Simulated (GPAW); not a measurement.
Si2Ni: equation of state with PBEsol

Crystal: Si2Ni.

```
Ni Si
1.0
     0.00000    2.70300    2.70300
     2.70300    0.00000    2.70300
     2.70300    2.70300    0.00000
Ni Si
1 2
Direct
  0.00000 0.00000 0.00000
  0.75000 0.75000 0.75000
  0.25000 0.25000 0.25000
```

| Item | Value |
| --- | --- |
| Program | GPAW 26.7.0 |
| Task | equation of state |
| Functional | PBEsol |
| Potentials or basis | PAW data sets generated in the run's folder for this functional |
| Cutoff | 600 eV |
| Basis | pw |
| k mesh | 9 × 9 × 9 |
| Occupations | fermi-dirac, width 0.05 eV |
| Spin | collinear spin, ferromagnetic start |
| Starting moments | [1.0, 0.0, 0.0] μB |
| Maxiter | 150 |
| Eos scales | [0.94, 0.96, 0.98, 1.0, 1.02, 1.04, 1.06] |

```
Equilibrium volume                      : 13.20 Å³/atom
Bulk modulus                            : 154 GPa
Pressure derivative of the bulk modulus : 3.8
```

Energy against volume, from the lowest point:
| volume (Å³/atom) | energy (meV/atom) |
| --- | --- |
| 12.376 | 27.38 |
| 12.639 | 12.21 |
| 12.902 | 3.28 |
| 13.166 | 0.00 |
| 13.429 | 1.84 |
| 13.692 | 8.35 |
| 13.956 | 19.09 |

It took 6 min on 1 thread of Arm Neoverse V2, with other jobs on the host, peak memory 0.43 GiB.

Caveat: the stock nickel data set gives pressures a few GPa off other programs.
